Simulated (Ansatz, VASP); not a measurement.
Two plane-wave programs on MgSe

```
Mg Se
1.0
     0.00000    2.72550    2.72550
     2.72550    0.00000    2.72550
     2.72550    2.72550    0.00000
Mg Se
1 1
Cartesian
  0.0000 0.0000 0.0000
  2.7255 2.7255 2.7255
```

Alike in both runs: functional PBE; k mesh 9 × 9 × 9; occupations fermi-dirac, width 0.02 eV; no spin polarisation.

Ansatz relaxed the structure, and its values are those at the end. VASP's run is a single point on that final structure, the one shown.

|  | VASP | Ansatz |
| --- | --- | --- |
| version | VASP 6.6.1 | Ansatz 0.2.0 |
| potentials or method | VASP PAW PBE potentials, release 64 (Mg, Se) | plane-wave PAW, scalar-relativistic |
| plane-wave cutoff (eV) | 520 | 420 |
| valence electrons in the cell | 8 | 26 |

|  | VASP | Ansatz | Ansatz less VASP |
| --- | --- | --- | --- |
| gap on the k mesh at the Fermi level (eV) | 1.93 | 1.95 | +0.022 |
| pressure (GPa) | 1.9 | 2.0 | +0.13 |

The two sets of potentials don't hold the same shells in valence. Ansatz warned: «stress_scf_threshold_loose».

Caveats: an odd mesh through Γ misses points on the zone boundary, where band edges often lie.
